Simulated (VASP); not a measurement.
Here is a VASP 6.6.1 calculation.

The input INCAR:

```
  ALGO = Normal
  EDIFF = 1E-6
  EDIFFG = -0.02
  ENCUT = 600
  IBRION = 2
  ISIF = 3
  ISMEAR = 0
  LASPH = True
  LCHARG = False
  LMIXTAU = True
  LREAL = False
  LWAVE = False
  METAGGA = R2SCAN
  NELM = 60
  NSW = 60
  PREC = Accurate
  SIGMA = 0.05
```

The input KPOINTS:

```
k-points
0
Gamma
  10 10 9
```

POSCAR

```
TaN
1.0
    2.9380000000      0.0000000000      0.0000000000
   -1.4690000000      2.5443826363      0.0000000000
    0.0000000000      0.0000000000      2.8830000000
Ta N
1 1
Direct
    0.0000000000      0.0000000000      0.5000000000
    0.6666666667      0.3333333333      0.0000000000
```

Potentials or basis: VASP PAW PBE potentials, release 64 (Ta_pv, N).

The run is started by

```console
$ cat potpaw_PBE.64/Ta_pv/POTCAR potpaw_PBE.64/N/POTCAR > POTCAR
$ mpirun -np 1 vasp_std > vasp.out
```

What does it give for the relaxed volume?

10.82 Å³/atom.

Estimate the relaxed cell.

a = 2.941 Å, b = 2.941 Å, c = 2.888 Å, α = 90.00°, β = 90.00°, γ = 120.00°.

Predict the space group after relaxing (to 0.05 Å).

P-6m2 (No. 187).

Predict the band gap on the k mesh.

none (metal or under the smearing width).

Final structure:
```xyz
2
Lattice="2.9410 0.0000 0.0000 -1.4705 2.5470 0.0000 0.0000 0.0000 2.8882" Properties=species:S:1:pos:R:3 pbc="T T T"
Ta    0.0000    0.0000    1.4441
N     1.4705    0.8490    0.0000
```

Caveat: the PAW data sets were made with another functional, which shifts forces and pressure a little. Zero-point motion and thermal expansion aren't in these numbers.
